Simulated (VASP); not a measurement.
Write the native input for VASP 6.6.1 that does the following.

| Property | Result |
| --- | --- |
| Task | relaxation of cell and atoms |
| Functional | PBEsol |
| Potentials or basis | VASP PAW PBE potentials, release 64 (Ta_pv) |
| Cutoff | 600 eV |
| k mesh | 16 × 16 × 16 |
| Occupations | methfessel-paxton, width 0.1 eV |
| Spin | no spin polarisation |
| Target pressure | 50.2 GPa |
| Further INCAR settings | ALGO = Normal; EDIFF = 1e-06; IBRION = 2; EDIFFG = -0.01; NSW = 90; ISIF = 3 |
| Target pressure | 50.2 GPa |

The structure of Ta lies in POSCAR:

```
Ta
1.0
   -1.6512800000      1.6512800000      1.6512800000
    1.6512800000     -1.6512800000      1.6512800000
    1.6512800000      1.6512800000     -1.6512800000
Ta
1
Direct
    0.0000000000      0.0000000000      0.0000000000
```

These files were run (other wordings do the same):

INCAR

```
PREC = Accurate ; ENCUT = 600
EDIFF = 1E-6 ; ISMEAR = 1
SIGMA = 0.1 ; LREAL = F
LASPH = T ; NELM = 80
ALGO = Normal ; ISIF = 3
LWAVE = F ; LCHARG = F
GGA = PS ; IBRION = 2
NSW = 90 ; EDIFFG = -0.01
PSTRESS = 502.0
```

KPOINTS

```
regular mesh
0
Gamma
  16 16 16
```

Potentials or basis: VASP PAW PBE potentials, release 64 (Ta_pv).

The run is started by

```bash
$ cat potpaw_PBE.64/Ta_pv/POTCAR > POTCAR
$ mpirun -np 1 vasp_std > vasp.out
```

It gave:

```
Relaxed volume                                         : 14.82 Å³/atom
Relaxed cell                                           : a = 2.680 Å, b = 2.680 Å, c = 2.680 Å, α = 109.47°, β = 109.47°, γ = 109.47°
Space group after relaxing (to 0.05 Å)                 : Im-3m (No. 229)
Energy change on relaxing (the enthalpy is what falls) : +387.0 meV/atom
Ionic steps                                            : 16
Pressure after relaxing                                : 50.2 GPa
Band gap on the k mesh                                 : none (metal or under the smearing width)
```

Caveat: the cell is relaxed towards a set pressure, so the enthalpy falls and the energy may rise; the volume moved by over 15 % at a fixed basis, so the end points are rough; the PAW data sets were made with another functional, which shifts forces and pressure a little.

Run time: 64 s on 1 thread of Intel(R) Xeon(R) 6975P-C (Granite Rapids), on a shared host, peak memory 0.19 GiB.
